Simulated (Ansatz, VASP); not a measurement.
## Re: VASP beside Ansatz

```
CELL_PARAMETERS angstrom
0.00000 1.97500 1.93550
1.97500 0.00000 1.93550
1.97500 1.97500 0.00000
ATOMIC_POSITIONS crystal
Re 0.00000 0.00000 0.00000
```

Change from the starting cell: zz strain of -2 %, PAW files.

Alike in both runs: task electric field gradients; functional PBE; k mesh 14 × 14 × 14; occupations fermi-dirac, width 0.03 eV; no spin polarisation.

|  | VASP | Ansatz |
| --- | --- | --- |
| version | VASP 6.6.1 | Ansatz 0.2.0 |
| potentials or method | VASP PAW PBE potentials, release 64 (Re) | PAW with Ansatz's default frozen-core files, scalar-relativistic |
| plane-wave cutoff (eV) | 520 | 420 |
| valence electrons in the cell | 7 | 15 |

|  | VASP | Ansatz | Ansatz less VASP |
| --- | --- | --- | --- |
| pressure (GPa) | -3.0 | -2.4 | +0.58 |
| largest component of the traceless stress (GPa) | 2.47 | 2.51 | +0.036 |
| Vzz of the field gradient on the site that differs most (V/Å²) | 23.4 | 27.5 | +4.08 |

The two sets of potentials don't hold the same shells in valence. Ansatz warned: «gradients_without_spin_orbit».

Spin-orbit coupling is left out, which matters for the levels of Re.
